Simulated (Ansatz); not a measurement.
AlGa3N4 under pressure

These are results of DFT PBEsol, scalar-relativistic, plane waves, PAW in Ansatz 0.2.0, not measurements. Settings: 420 eV cutoff, 6×8×6 k-mesh, Gaussian smearing of 0.02 eV, no spin polarisation.

Starting point, cell and atoms relaxed:

```
CELL_PARAMETERS angstrom
5.14235 0.00000 0.00012
0.00000 3.16498 0.00000
-0.00359 0.00000 5.47849
ATOMIC_POSITIONS crystal
Al 0.00060 0.50000 0.66736
Ga 0.49912 0.50000 0.33492
Ga 0.49903 0.00000 0.83156
Ga 0.99986 0.00000 0.16618
N 0.11967 0.50000 0.34010
N 0.11765 0.00000 0.82638
N 0.62044 0.00000 0.16622
N 0.63123 0.50000 0.66730
```

Cell and atoms are relaxed at each pressure within the symmetry of the start, at zero temperature, so transitions that lower the symmetry aren't seen. The k-mesh given is that at zero pressure and may differ at others. a, b and c are the lengths of the cell vectors above. Gaps are Kohn–Sham gaps over the whole zone.

```tsv
P (GPa)	V (Å³/atom)	V/V0	a (Å)	b (Å)	c (Å)
-2	11.27	1.011	5.161	3.176	5.498
0	11.15	1.000	5.142	3.165	5.479
2	11.03	0.990	5.124	3.154	5.459
5	10.87	0.975	5.099	3.139	5.433
10	10.63	0.954	5.061	3.116	5.392
20	10.22	0.917	4.995	3.076	5.322
```

(1) What bulk modulus and pressure derivative fit these points?

(2) What does pressure do to the gap?

## Answers

(1) A third-order Birch–Murnaghan fit gives B0 = 192 GPa and B0' = 4.2.

(2) The gaps are 2.29 eV at -2 GPa, 2.36 eV at 0 GPa, 2.43 eV at 2 GPa, 2.53 eV at 5 GPa, 2.69 eV at 10 GPa, 2.96 eV at 20 GPa.